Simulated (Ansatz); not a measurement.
Runs of Ansatz 0.2.0 on MnS. It takes space group Fm-3m (No. 225, cubic). Conventional cell: a = 5.209 Å, b = 5.209 Å, c = 5.209 Å, α = 90.00°, β = 90.00°, γ = 90.00°. Mn (site symmetry m-3m) has 6 S at 2.60 Å as nearest neighbours. S (site symmetry m-3m) is surrounded by 6 Mn at 2.60 Å. 

```tsv
task	level	cell	k mesh	cutoff (eV)	points for each segment of the path	gap on the mesh (eV)	pressure (GPa)	moment (μB)	relaxed volume (Å³/atom)
band structure	r2SCAN	as given	9 × 9 × 9	500	14	none	(b)	4.98	-
relaxation of cell and atoms	HSEsol	relaxed	5 × 5 × 5	420	-	1.03	0.0	5.00	17.51
band structure	revPBE	as given	9 × 9 × 9	420	14	none	-0.3	4.75	-
relaxation of cell and atoms	revPBE	relaxed	9 × 9 × 9	420	-	-	0.0	4.74	17.58
band structure	r2SCAN0	as given	5 × 5 × 5	500	4	(c)	(a)	5.00	-
```

Alike in all rows: potentials or basis Ansatz PAW; spin collinear, ferromagnetic start; smearing fermi-dirac 0.05 eV.

Fill in the values left out.

(a) 2.1; (b) 0.5; (c) 2.46.

Caveats: a cell with one magnetic atom can't hold antiferromagnetic order, which such compounds often take; the PAW data sets come from PBE, with cores solved anew for the run's functional, which leaves a small shift of forces and pressure; the magnetic or orbital state may not be the lowest (some runs); semilocal functionals often make such compounds metallic where correlation or magnetic order opens a gap, which also shifts bond lengths (some runs); the plane-wave basis is chosen anew once the cell has moved, so the energies of steps on either side of that aren't comparable (some runs); odd divisions of the mesh miss points on the zone boundary, where band edges often lie, so the gap on the mesh can be too wide (some runs); the k mesh misses the band edges, so the gap on the mesh is wider than the one along the path (some runs).

A gap of «none» marks a metal or a gap under the smearing width.
